## Question

Black phosphorus is a semiconductor built of puckered layers. In the calculation below, its direct gaps run from about 2 to 7 eV over the known points of the mesh. Changing only the phase with which the wave repeats from layer to layer moves single levels by anything from less than a tenth of an eV to about 1 eV. The larger shifts show that the layers are electronically far from independent.

The table lists levels from a hybrid-functional calculation. "Level under 1" is the highest filled level at a point and "level over 1" the lowest empty one; higher numbers lie further from the gap. Energies are counted from the highest filled level on the whole mesh, and the lowest empty level on the whole mesh lies at 2.088 eV. Point a, point b and point c are the components of the wave vector along the reciprocal cell vectors.

FLEUR MaX-R8.1 (patched build s14), all-electron LAPW calculation with the PBE0 hybrid functional for black phosphorus (space group Cmce, 4 atoms per cell), without spin polarisation or spin-orbit coupling. The k mesh is 3×3×2, with Fermi-Dirac smearing of 0.05 eV. Levels are counted from the highest filled level on the mesh.

```
point a (reciprocal cell vector)  point b (reciprocal cell vector)  point c (reciprocal cell vector)  level under 3 (eV)  level under 2 (eV)  level under 1 (eV)  level over 1 (eV)  level over 2 (eV)
                          0.0000                            0.0000                            0.0000                   ?                   ?                   ?                  ?                  ?
                          0.0000                            0.3333                            0.0000              -3.438              -2.598              -1.367              2.088              3.374
                          0.0000                            0.3333                            0.5000              -4.040              -2.328              -2.328              4.504              4.504
                          0.3333                            0.3333                            0.0000              -3.819              -1.913              -1.436              2.362              2.897
                          0.3333                            0.3333                            0.5000              -3.617              -1.369              -1.369              3.522              3.522
                          0.3333                            0.6667                            0.0000              -2.397              -1.875               0.000              2.293              2.685
                          0.3333                            0.6667                            0.5000                   ?                   ?                   ?                  ?                  ?
```

Predict the highest filled and the lowest empty level at the zone centre (0, 0, 0) and at (1/3, 2/3, 1/2), with error ranges. Say which steps rest on the table and which on outside knowledge.

## Model answer

**Which points belong together.** The primitive cell holds one layer. In the usual setting, its first two vectors each lead to a neighbouring layer, and their sum is the repeat along the zigzag direction within a layer. A wave therefore advances by 2π(a + b) per zigzag repeat. The cell of the run bears this out: its first two vectors are equally long and 146.4° apart, so they largely cancel in their sum, which is the short zigzag repeat. The highest filled level, at (1/3, 2/3, 0), then lies on the line along the stacking direction, where black phosphorus is known to have its band edge.

The sum a + b is 1/3 at (0, 1/3, 0) and 2/3 at (1/3, 1/3, 0). A phase of 2/3 of a turn is the same as minus 1/3, and the sign doesn't change the energy. In a single isolated layer these two points would have identical levels. Whatever difference the table shows between them is the work of the coupling between layers.

**How the coupling enters.** An electron can hop to neighbouring layers along plus or minus either of the first two cell vectors. In the simplest model, which treats each band on its own, these four hops with their phases shift a level in proportion to the stacking sum S = cos 2πa + cos 2πb. S is 2 at the zone centre, 1/2 at (0, 1/3, 0), and −1 at both (1/3, 1/3, 0) and (1/3, 2/3, 0). The zone centre and (1/3, 2/3, 0) also share the same wave within the layer, so the first can be reached from the second by changing S alone.

**Estimate for the zone centre.** From (1/3, 1/3, 0) to (0, 1/3, 0), S rises by 1.5 and the second filled level falls from −1.913 to −2.598 eV, while the first hardly moves. The band-edge state at (1/3, 2/3, 0) is known to be built mostly of p lobes that point out of the layer. It should therefore couple strongly to the neighbouring layers, and I match it with the level that moves. On the way to the zone centre S rises by 3, twice as much. The highest filled level should then lie at 0 − 2 × 0.685 = −1.37 eV.

The same step is needed for the empty levels. The first empty level of the control pair falls by 0.274 eV as S rises, and I assign this behaviour to the second empty level at (1/3, 2/3, 0). That gives 2.685 − 2 × 0.274 = 2.14 eV. The lowest empty level at the zone centre would then belong to another band than the lowest one at (1/3, 2/3, 0).

The matching of bands is an assumption, but the obvious alternative fails. If levels were matched simply in order of energy, the highest filled level at the zone centre would come out at 0.14 eV, above the stated top of all filled levels. The lowest empty level would come out at about 1.74 eV, inside the stated gap of the mesh. This argument uses a fact about the whole mesh, the hidden points included.

**Estimate for (1/3, 2/3, 1/2).** Here the levels must come in equal pairs, as they do at both known points with c = 1/2. The crystal has a screw axis along c, and two screw steps make one full repeat, which multiplies a wave at c = 1/2 by −1. Combined with time reversal, this forces two different states to share one energy. The pairs are therefore exact and have no need of spin.

Going from c = 0 to c = 1/2 means moving along the armchair direction of the layer. Carriers at the band edge of black phosphorus are known to be light in that direction, which means that their band is steep. I therefore let the highest filled level at (1/3, 2/3, 0) sink below the two levels beneath it, which I assume to be flatter. Those two should merge near their mean, (−1.875 − 2.397)/2 = −2.14 eV.

For the empty pair I borrow the value at (1/3, 1/3, 1/2), which has the same S and the same c. It differs in the wave along the zigzag direction, and ignoring this difference is the crudest step of the answer. The forecast is 3.52 eV.

**Forecasts and ranges.**

- Zone centre, highest filled level: −1.37 eV, range −2.0 to −0.8 eV.
- Zone centre, lowest empty level: 2.14 eV, range 2.09 to 2.9 eV.
- (1/3, 2/3, 1/2), highest filled pair: −2.14 eV, range −2.8 to −1.4 eV.
- (1/3, 2/3, 1/2), lowest empty pair: 3.52 eV, range 2.7 to 4.3 eV.

The ranges are judgements. At the two known points with c = 1/2, the highest filled pair misses the mean of the top two levels at the matching c = 0 point by about 0.3 eV, once upwards and once downwards. The interlayer shifts at c = 1/2 are also larger than those used above, close to 1 eV for the same change in S. The lower end of 2.09 eV is set by the gap of the mesh.

## The computed levels

The withheld rows as computed:

```
point a (reciprocal cell vector)  point b (reciprocal cell vector)  point c (reciprocal cell vector)  level under 3 (eV)  level under 2 (eV)  level under 1 (eV)  level over 1 (eV)  level over 2 (eV)
                          0.0000                            0.0000                            0.0000              -2.678              -2.529              -1.030              2.346              2.894
                          0.3333                            0.6667                            0.5000              -3.251              -1.592              -1.592              3.347              3.347
```

## Remarks on the reasoning

All four energies fall inside their ranges, and the levels next to the gap at (1/3, 2/3, 1/2) are paired as symmetry demands. The reasons behind the numbers fare less evenly.

**The fall of the filled edge is real.** At the zone centre the highest filled level lies at −1.03 eV. The forecast had the right direction but made the fall about a third too large. The interlayer coupling was taken from states with a different wave along the zigzag direction, and there is no reason why its strength should carry over exactly.

**The matching of bands isn't confirmed.** Carried over by the same rule, the flatter filled level would sit at −1.875 + 2 × 0.069 = −1.74 eV. The computed second level lies at −2.53 eV, with nothing between it and the first. On the empty side the forecast missed by 0.2 eV, whereas leaving the lowest level of (1/3, 2/3, 0) at its old 2.293 eV would have missed by only 0.05 eV. A correct energy thus doesn't show which band it belongs to; that would take the orbital character of the states.

**What this means for a thin film.** Between (1/3, 2/3, 0) and the zone centre only the stacking phase changes, yet the direct gap opens from 2.29 to 3.38 eV. Nearly all of this shows on the filled side. On the empty side another band may have become the lowest one, so the small shift there doesn't prove that the coupling is weak. A film of a few layers can't build up the full range of stacking phases of the bulk crystal, so its band edges draw back from each other and its gap widens. For a transistor channel of black phosphorus, the number of layers therefore helps to set the gap and has to be controlled as such.

The absolute gaps should not be carried into a device model. The mesh leaves out (1/2, 1/2, 0), where the real crystal has its direct gap of roughly 0.3 eV. The indirect gap of 2.088 eV between two mesh points is thus no property of the material. The coarse mesh also makes the exact exchange uncertain, and the core states were solved in a semilocal potential and not in the hybrid one. PBE0 itself tends to open the gaps of small-gap semiconductors too far. The layers of this cell also lie about 5.5 Å apart, against about 5.2 Å in the real crystal, which weakens the coupling discussed here.

**The more elaborate argument did worse.** At (1/3, 2/3, 1/2) the highest filled pair lies at −1.59 eV, 0.54 eV above the forecast and the largest miss of the four. Had I averaged the top two levels of (1/3, 2/3, 0) instead of the second and third, the result would have been −0.94 eV, too high by a similar amount. The computed pair lies between the two readings, so it neither confirms nor rules out the picture of a steep band sinking clear of two flat ones.

The crude loan from (1/3, 1/3, 1/2) missed the empty pair by less than 0.2 eV. Used for the filled pair as well, it would have given −1.37 eV and missed by only about 0.2 eV. The simplest step was the best one here, and the gaps in the table show a pattern that goes with it.

Compare the direct gaps at the two points with S = −1. At c = 0, going from (1/3, 2/3) to (1/3, 1/3) widens the gap from 2.29 to 3.80 eV. At c = 1/2 the same step changes it only from 4.94 to 4.89 eV. Between these points, the change of the wave along the zigzag direction goes with a large change of the gap in the first case and hardly any in the second. Part of that near-equality may be chance: at c = 1/2 the stacking phase alone changes the gap by almost 2 eV from (1/3, 1/3) to (0, 1/3), so the coupling between layers could hide an effect of the zigzag wave.

A simple picture of the layer suggests a cause. Two kinds of bond contribute to the gap, those along the zigzag chains and those that link the chains. At c = 0 their contributions subtract directly, so a change in one shows in full. At c = 1/2 they are a quarter turn out of phase and add like the sides of a right triangle, where a change in the shorter of the two alters the longest side of the triangle only a little. The table supports this picture only in part. The contribution of the chains halves from the first point to the second, so the two gaps at c = 0 would imply gaps of about 6.1 and 5.5 eV at c = 1/2. That is a smaller change than at c = 0, as found, but still much larger than the computed one, and both gaps come out too wide. The picture treats the states at the gap as built from one kind of orbital and leaves out the coupling between layers.
